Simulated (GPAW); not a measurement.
Crystal: SiO2.

```
CELL_PARAMETERS angstrom
5.06052 0.00000 0.00000
-2.53026 4.38254 0.00000
0.00000 0.00000 5.54135
ATOMIC_POSITIONS crystal
Si 0.50000 0.00000 0.00000
Si 0.50000 0.50000 0.66667
Si 0.00000 0.50000 0.33333
O 0.20861 0.79139 0.16667
O 0.41721 0.20861 0.83333
O 0.20861 0.41721 0.50000
O 0.79139 0.20861 0.16667
O 0.58279 0.79139 0.83333
O 0.79139 0.58279 0.50000
```

The cell comes from a database or a generator and needn't be the stable form of this composition.

- Program: GPAW 26.7.0
- Task: relaxation of cell and atoms
- Functional: PBEsol
- Dispersion: D3
- Potentials or basis: PAW data sets generated in the run's folder for this functional
- Cutoff: 800 eV
- Basis: pw
- k mesh: 4 × 4 × 3
- Occupations: fermi-dirac, width 0.05 eV
- Spin: no spin polarisation

At the start: pressure 4.9 GPa; volume 13.66 Å³/atom.

Task: Where does the relaxation end?

Result: Over 5 steps the energy falls by 6.4 meV/atom and the volume is 13.92 Å³/atom (+1.9 %); space group P6_422 (No. 181, to 0.05 Å).

Step by step:
```tsv
step	energy change (eV)	largest force (eV/Å)	pressure (GPa)	volume (Å³)
1	0.0000	0.3507	4.90	122.90
2	-0.0166	0.2834	4.17	123.14
3	-0.0535	0.0394	0.78	124.36
4	-0.0539	0.0389	0.72	124.41
5	-0.0577	0.0052	-0.01	125.29
```

Final structure:
```
CELL_PARAMETERS angstrom
5.09242 0.00000 0.00000
-2.54621 4.41017 0.00000
0.00000 0.00000 5.57872
ATOMIC_POSITIONS crystal
Si 0.50000 0.00000 0.00000
Si 0.50000 0.50000 0.66666
Si 0.00000 0.50000 0.33334
O 0.20643 0.79359 0.16666
O 0.41284 0.20641 0.83334
O 0.20641 0.41282 0.50000
O 0.79357 0.20641 0.16666
O 0.58716 0.79359 0.83334
O 0.79359 0.58718 0.50000
```

Caveat: the k mesh is coarse; later steps reuse the first step's grids.
